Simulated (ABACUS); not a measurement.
Runs of ABACUS 3.10.1 on Li. The structure is cubic, space group Im-3m (No. 229). Conventional cell: a = 3.509 Å, b = 3.509 Å, c = 3.509 Å, α = 90.00°, β = 90.00°, γ = 90.00°. Li (site symmetry m-3m) has 8 Li at 3.04 Å as nearest neighbours. 

```csv
task,level,potentials or basis,cell,k mesh,cutoff (eV),SCF threshold on the density,eigensolver,symmetry key,threshold of the eigensolver,path,mesh quality,gap on the mesh (eV),pressure (GPa)
single point,RPBE,"GBRV ultrasoft 1.5 PBE, plane waves",as given,9 × 9 × 9,544,1e-08,dav,1,-,-,not flagged,none,(a)
relaxation of cell and atoms,SCAN,"SG15 ONCV 1.2 PBE, plane waves",relaxed,7 × 7 × 7,1170,1e-08,dav,1,-,-,coarse,none,0.0
single point,SCAN,"SG15 ONCV 1.2 PBE, plane waves",as given,7 × 7 × 7,1170,1e-08,dav,1,-,-,coarse,none,-1.9
single point,PW91,"SG15 ONCV 1.2 PBE, plane waves",as given,9 × 9 × 9,1007,1e-08,dav,1,-,-,not flagged,none,-0.7
```

Alike in all rows: no spin polarisation; smearing fermi-dirac 0.05 eV.

Question: Fill in the values left out.

Answer: (a) -0.3.

Caveats: some runs use coarse meshes; the potentials were made for another functional, which shifts forces and pressure.

A gap of «none» marks a metal or a gap under the smearing width.
